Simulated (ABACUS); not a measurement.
A run of ABACUS 3.10.1:

Contents of INPUT:

```
INPUT_PARAMETERS
suffix              Si2Mo
calculation         scf
basis_type          lcao
pseudo_dir          ./
orbital_dir         ./
symmetry            1
dft_functional      pbe
ecutwfc             100
pseudo_rcut         10
nspin               1
nbands              15
ks_solver           genelpa
smearing_method     fd
smearing_sigma      0.00367493
scf_thr             1e-07
scf_nmax            100
mixing_type         broyden
mixing_beta         0.7
cal_force           1
cal_stress          1
out_mul             1
out_chg             1
out_pot             2
out_elf             1
```

STRU

```
ATOMIC_SPECIES
Mo 95.9500 Mo.upf
Si 28.0850 Si.upf

NUMERICAL_ORBITAL
Mo_confined-atom_7au_3s2p2d1f.orb
Si_confined-atom_7au_2s2p1d.orb

LATTICE_CONSTANT
1.8897261246

LATTICE_VECTORS
-1.6000000000 1.6000000000 3.9305000000
1.6000000000 -1.6000000000 3.9305000000
1.6000000000 1.6000000000 -3.9305000000

ATOMIC_POSITIONS
Direct

Mo
0.0
1
0.0000000000 0.0000000000 0.0000000000 1 1 1

Si
0.0
2
0.6670000000 0.6670000000 0.0000000000 1 1 1
0.3330000000 0.3330000000 0.0000000000 1 1 1
```

KPT

```
K_POINTS
0
Gamma
12 12 12 0 0 0
```

Potentials or basis: PseudoDojo NC SR 0.4.1 PBE standard, DZP LCAO (the cutoffs set its grid).

The run is started by

```console
$ OMP_NUM_THREADS=1 mpirun -np 4 abacus > log
```

Hardware: 4 MPI ranks on AMD EPYC 7B13 (Zen 3), on a shared host.

Problem. Estimate the wall time of this run.

Solution. It took 17 s on 4 MPI ranks on AMD EPYC 7B13 (Zen 3), on a shared host, peak memory 0.52 GiB a rank. Counts: scf iterations 9, k points 163, bands 15, basis 52, ranks 4.
